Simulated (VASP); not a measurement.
Write the native input for VASP 6.6.1 that does the following.

- Task: relaxation of cell and atoms
- Functional: r2SCAN
- Potentials or basis: VASP PAW PBE potentials, release 64 (Mn_pv, F)
- Cutoff: 600 eV
- k mesh: 6 × 6 × 8
- Occupations: gaussian, width 0.03 eV
- Spin: collinear spin, ferromagnetic start
- Starting moments: [5.0, 5.0, 0.0, 0.0, 0.0, 0.0] μB
- Further INCAR settings: ALGO = Normal; EDIFF = 1e-07; AMIX = 0.2; BMIX = 0.0001; IBRION = 2; EDIFFG = -0.005; NSW = 90; ISIF = 3

The structure of MnF2 lies in POSCAR:

```
MnF2                                    
1.0
    4.8691752934      0.0000000000      0.0000000000
    0.0000000000      4.8691752934      0.0000000000
    0.0000000000      0.0000000000      3.3126409500
  Mn              F             
     2     4
Direct
     0.0000000000000000    0.0000000000000000    0.0000000000000000
     0.5000000000000000    0.5000000000000000    0.5000000000000000
     0.3050072871277127    0.3050072871277127    1.0000000000000000
     0.1949927128722873    0.8050072871277127    0.5000000000000000
     0.6949927128722873    0.6949927128722873    0.0000000000000000
     0.8050072871277127    0.1949927128722873    0.5000000000000000
```

The input as run:

INCAR

```
PREC = Accurate ; ENCUT = 600
EDIFF = 1E-7 ; ISMEAR = 0
SIGMA = 0.03 ; LREAL = False
LASPH = True ; NELM = 150
ALGO = Normal ; ISIF = 3
LWAVE = False ; LCHARG = False
ISPIN = 2 ; MAGMOM = 5 5 0 0 0 0
LORBIT = 11 ; LMAXMIX = 4
METAGGA = R2SCAN ; LMIXTAU = True
IBRION = 2 ; NSW = 90
EDIFFG = -0.005 ; AMIX = 0.2
BMIX = 1E-4 ; AMIX_MAG = 0.8
BMIX_MAG = 1E-4 ; KPAR = 2
```

KPOINTS

```
regular mesh
0
Gamma
  6 6 8
```

Potentials or basis: VASP PAW PBE potentials, release 64 (Mn_pv, F).

The run is started by

```sh
$ cat potpaw_PBE.64/Mn_pv/POTCAR potpaw_PBE.64/F/POTCAR > POTCAR
$ mpirun -np 2 vasp_std > vasp.out
```

Results of the run:

```json
{
  "Pressure after relaxing": "0.0 GPa",
  "Band gap on the k mesh": "1.78 eV, direct",
  "Net moment": "10.00 μB per cell",
  "Site moments": "Mn +4.64; F +0.08 μB",
  "Valence electrons inside the program's atomic spheres": "Mn 11.24; F 6.13"
}
```

Caveat: the relaxation stopped at its first step, so nothing moved; the PAW data sets were made with another functional, which shifts forces and pressure a little; only a ferromagnetic start was run, and an antiferromagnetic order may lie lower in energy.

Run time: 11 min on 2 MPI ranks on AMD EPYC 7R13 Processor (Zen 3), with other jobs on the host, peak memory 0.4 GiB a rank.
